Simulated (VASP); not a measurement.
# Fe in VASP: convergence with SIGMA

The system is Fe.

```xyz
1
Lattice="-1.4430 1.4430 1.4430 1.4430 -1.4430 1.4430 1.4430 1.4430 -1.4430" Properties=species:S:1:pos:R:3 pbc="T T T"
Fe    0.0000    0.0000    0.0000
```

| Quantity | Value |
| --- | --- |
| Program | VASP 6.6.1 |
| Task | single point |
| Functional | PBE |
| Potentials or basis | VASP PAW PBE potentials, release 64 (Fe) |
| Cutoff | 520 eV |
| k mesh | 13 × 13 × 13 |
| Occupations | fermi-dirac, width 0.3 eV |
| Spin | collinear spin, ferromagnetic start |
| Starting moments | [3.0] μB |

These are the settings of the first run; the series varies SIGMA, with any setting tied to it.

Hardware: 1 thread of Intel(R) Xeon(R) 6975P-C (Granite Rapids), on a shared host.

The values tried are 0.3 eV, 0.2 eV, 0.15 eV, 0.1 eV, 0.05 eV, 0.02 eV, 0.01 eV, loosest first. From which on does the pressure stay within 0.1 GPa of the tightest run that finished?

From 0.02 eV on.

```tsv
SIGMA	energy less the tightest run, at zero smearing (meV/atom)	pressure (GPa)	largest site moment (μB)	SCF cycles	CPU time (s)	peak memory (GiB)
0.3 eV	11.55	-7.94	2.22	13	12	0.14
0.2 eV	-2.07	-8.44	2.29	13	12	0.14
0.15 eV	-2.56	-8.79	2.30	13	12	0.14
0.1 eV	-1.32	-9.19	2.30	13	12	0.14
0.05 eV	-0.19	-9.36	2.29	13	12	0.14
0.02 eV	-0.05	-9.38	2.29	13	12	0.14
0.01 eV	0.00	-9.46	2.29	13	12	0.14
```

Against the tightest run, the energy stays within 1 meV/atom from 0.05 eV on; the largest site moment stays within 0.02 μB from 0.2 eV on. Narrower smearing needs a denser k mesh, so at a fixed mesh the narrowest width isn't the most accurate. The tightest run that finished is the yardstick and may itself not be fully converged.
